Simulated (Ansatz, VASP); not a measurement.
## One calculation of Sn, two programs

```
Sn
1.0
    -2.02919    2.02919    1.66076
     2.02919   -2.02919    1.66076
     2.02919    2.02919   -1.66076
Sn
1
Cartesian
  0.0000 0.0000 0.0000
```

This isn't the form of Sn at room conditions, which is tetragonal (white tin).

Alike in both runs: task relaxation of cell and atoms; functional BLYP; dispersion D4; k mesh 10 × 10 × 10; occupations fermi-dirac, width 0.05 eV; no spin polarisation.

|  | VASP | Ansatz |
| --- | --- | --- |
| version | VASP 6.6.1 | Ansatz 0.2.0 |
| potentials or method | VASP PAW PBE potentials, release 64 (Sn_d) | Ansatz PAW |
| plane-wave cutoff (eV) | 600 | 420 |
| valence electrons in the cell | 14 | 14 |

Ansatz gave:

| Quantity | Value |
| --- | --- |
| gap on the k mesh at the Fermi level, each at its own relaxed structure (eV) | none |
| relaxed volume (Å³/atom) | 28.00 |
| relaxed cell length with the largest relative difference (Å) | 3.340 |
| energy change over the relaxation (meV/atom) | -2 |

Question: What did VASP give for the same quantities?

Answer: gap on the k mesh at the Fermi level, each at its own relaxed structure (eV): none; relaxed volume (Å³/atom): 28.04; relaxed cell length with the largest relative difference (Å): 3.342; energy change over the relaxation (meV/atom): -3.

A gap of «none» marks a metal or a gap that the smearing closes.

Caveats: pairwise dispersion overbinds metals, which lowers pressure and volume; the PAW data sets were made with another functional, which shifts forces and pressure a little (VASP); the plane-wave basis is chosen anew once the cell has moved, so the energies of steps on either side of that aren't comparable (Ansatz); the PAW data sets come from PBE, with cores solved anew for the run's functional, which leaves a small shift of forces and pressure (Ansatz).
